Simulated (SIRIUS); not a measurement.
A run of SIRIUS 7.10.0 is set up as follows.

File sirius.json:

```json
{
  "control": {
    "processing_unit": "cpu",
    "verbosity": 2,
    "num_bands_to_print": 15,
    "print_forces": true,
    "print_stress": true
  },
  "parameters": {
    "electronic_structure_method": "pseudopotential",
    "xc_functionals": ["XC_GGA_X_PBE_SOL", "XC_GGA_C_PBE_SOL"],
    "gk_cutoff": 6.8,
    "pw_cutoff": 13.6,
    "ngridk": [7, 7, 7],
    "shiftk": [0, 0, 0],
    "smearing": "fermi_dirac",
    "smearing_width": 0.0018374661,
    "num_bands": 15,
    "num_mag_dims": 0,
    "num_dft_iter": 100,
    "energy_tol": 1e-08,
    "density_tol": 1e-06
  },
  "iterative_solver": {
    "type": "davidson",
    "min_tolerance": 1e-09,
    "tolerance_scale": [0.1, 0.25]
  },
  "mixer": {
    "type": "anderson",
    "beta": 0.7,
    "max_history": 8
  },
  "settings": {
    "tol_ne": 1e-10,
    "pseudo_grid_cutoff": 6.5
  },
  "unit_cell": {
    "lattice_vectors": [
      [0.0, 6.476091429093, 6.476091429093],
      [6.476091429093, 0.0, 6.476091429093],
      [6.476091429093, 6.476091429093, 0.0]
    ],
    "atom_coordinate_units": "lattice",
    "atom_types": ["Rb", "Br"],
    "atom_files": {
      "Rb": "Rb.json",
      "Br": "Br.json"
    },
    "atoms": {
      "Rb": [
        [0.0, 0.0, 0.0]
      ],
      "Br": [
        [0.5, 0.5, 0.5]
      ]
    }
  }
}
```

Potentials or basis: PseudoDojo 0.4.1 PBEsol standard (scalar relativistic).

Launch:

```sh
$ upf_to_json Rb.upf
$ upf_to_json Br.upf
$ OMP_NUM_THREADS=1 sirius.scf --input=sirius.json --output=out.json --task=0
```

Problem. Predict the pressure.

Solution. -0.1 GPa.

Problem. What does it give for the band gap on the k mesh?

Solution. 4.21 eV.

Caveat: an odd mesh through Γ misses points on the zone boundary, where band edges often lie.
